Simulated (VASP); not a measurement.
Here is a VASP 6.6.1 calculation.

POSCAR

```
Si
1.0
    2.6205428149      0.0000000000      0.0000000000
   -1.3102714075      2.2694566494      0.0000000000
    0.0000000000      0.0000000000      2.4663543900
Si
1
Direct
    0.0000000000      0.0000000000      0.0000000000
```

INCAR.step1

```
SYSTEM = Si
PREC = Accurate
ENCUT = 520
EDIFF = 1E-6
ISMEAR = -1
SIGMA = 0.05
LREAL = .FALSE.
LASPH = .TRUE.
NELM = 100
ALGO = Fast
ISIF = 2
LWAVE = .FALSE.
LCHARG = .TRUE.
GGA = B5
ALDAX = 1.0
AGGAX = 1.0
AGGAC = 1.0
ALDAC = 0.0
NBANDS = 8
```

KPOINTS.step1

```
regular mesh
0
G
  12 12 11
  0 0 0
```

File INCAR.step2:

```
SYSTEM = Si
PREC = Accurate
ENCUT = 520
EDIFF = 1E-6
ISMEAR = 0
SIGMA = 0.05
LREAL = .FALSE.
LASPH = .TRUE.
NELM = 100
ALGO = Fast
ISIF = 2
LWAVE = .FALSE.
LCHARG = .FALSE.
GGA = B5
ALDAX = 1.0
AGGAX = 1.0
AGGAC = 1.0
ALDAC = 0.0
NBANDS = 8
ICHARG = 11
```

File KPOINTS.step2:

```
path GMKGALHA,LM,KH
10
line-mode
reciprocal
 0.0000000000  0.0000000000  0.0000000000  G
 0.5000000000  0.0000000000  0.0000000000  M

 0.5000000000  0.0000000000  0.0000000000  M
 0.3333333333  0.3333333333  0.0000000000  K

 0.3333333333  0.3333333333  0.0000000000  K
 0.0000000000  0.0000000000  0.0000000000  G

 0.0000000000  0.0000000000  0.0000000000  G
 0.0000000000  0.0000000000  0.5000000000  A

 0.0000000000  0.0000000000  0.5000000000  A
 0.5000000000  0.0000000000  0.5000000000  L

 0.5000000000  0.0000000000  0.5000000000  L
 0.3333333333  0.3333333333  0.5000000000  H

 0.3333333333  0.3333333333  0.5000000000  H
 0.0000000000  0.0000000000  0.5000000000  A

 0.5000000000  0.0000000000  0.5000000000  L
 0.5000000000  0.0000000000  0.0000000000  M

 0.3333333333  0.3333333333  0.0000000000  K
 0.3333333333  0.3333333333  0.5000000000  H
```

Potentials or basis: VASP PAW PBE potentials, release 64 (Si).

Command:

```sh
$ cat potpaw_PBE.64/Si/POTCAR > POTCAR
$ cp INCAR.step1 INCAR
$ cp KPOINTS.step1 KPOINTS
$ mpirun -np 1 vasp_std > vasp.out
$ cp INCAR.step2 INCAR
$ cp KPOINTS.step2 KPOINTS
$ mpirun -np 1 vasp_std > vasp.out
```

**Question.** Estimate the band gap along the path.

**Answer.** None (metal or under the smearing width).

Levels at the corners of the path, in eV from the Fermi level:
```tsv
point	band 1	band 2	band 3	band 4	band 5	band 6	band 7
Γ	-14.03	7.54	8.02	10.24	10.24	12.43	12.43
M	-7.63	-6.63	5.15	6.65	12.75	15.38	17.04
M	-7.63	-6.63	5.15	6.65	12.75	15.38	17.04
K	-5.80	-4.41	-4.41	13.71	15.41	17.51	17.51
K	-5.80	-4.41	-4.41	13.71	15.41	17.51	17.51
Γ	-14.03	7.54	8.02	10.24	10.24	12.43	12.43
Γ	-14.03	7.54	8.02	10.24	10.24	12.43	12.43
A	-9.25	-7.00	13.75	13.75	15.08	15.08	16.66
A	-9.25	-7.00	13.75	13.75	15.08	15.08	16.66
L	-2.91	-2.09	-1.97	1.92	8.69	12.42	12.66
L	-2.91	-2.09	-1.97	1.92	8.69	12.42	12.66
H	-1.07	-0.76	-0.76	0.86	4.25	4.25	22.66
H	-1.07	-0.76	-0.76	0.86	4.25	4.25	22.66
A	-9.25	-7.00	13.75	13.75	15.08	15.08	16.66
L	-2.91	-2.09	-1.97	1.92	8.69	12.42	12.66
M	-7.63	-6.63	5.15	6.65	12.75	15.38	17.04
K	-5.80	-4.41	-4.41	13.71	15.41	17.51	17.51
H	-1.07	-0.76	-0.76	0.86	4.25	4.25	22.66
```

Caveat: the log is that of the step along the path at fixed density, whose energy, stress, charges and moments have no meaning.
